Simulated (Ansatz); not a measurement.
Take Li3N (space group P6/mmm, No. 191; a = 3.607 Å, c = 3.845 Å) as the base.

Structures relaxed with plane-wave PAW DFT at the PBEsol level (Ansatz, an electronic-structure program, 420 eV), no SOC.

Base:

Simulated powder pattern, Co Kα, λ = 1.79026 Å (kinematic, ideal powder, no thermal factors, no anomalous dispersion; the 14 strongest lines at most, above 2 %, up to 2θ = 90°):

```
2θ (°)  I/Imax (%)    hkl
------  ----------  -----
26.93          100  (001)
33.30           87  (100)
43.33          3.6  (101)
55.51           24  (002)
59.51           58  (110)
66.29           14  (102)
66.49           29  (111)
69.93          5.6  (200)
85.77           37  (112)
```

After one change:

Simulated powder pattern, Co Kα, λ = 1.79026 Å (kinematic, ideal powder, no thermal factors, no anomalous dispersion; the 14 strongest lines at most, above 2 %, up to 2θ = 90°):

```
2θ (°)  I/Imax (%)
------  ----------
27.17          100
33.60           87
43.73          3.5
56.05           24
60.08           58
66.96           14
67.15           29
70.63          5.5
86.72           37
```

Name the change that was made.
A) pressure 10 GPa
B) pressure 7.5 GPa
C) pressure 1.5 GPa
D) pressure 0.7 GPa

C, pressure 1.5 GPa. Its volume per atom is 10.55 Å³ against 10.83 Å³, and its space group is P6/mmm (No. 191).

Load acts through the strain it causes; cell and atoms are relaxed under it. No phonon test of stability was made. Competing high-pressure phases were not computed.
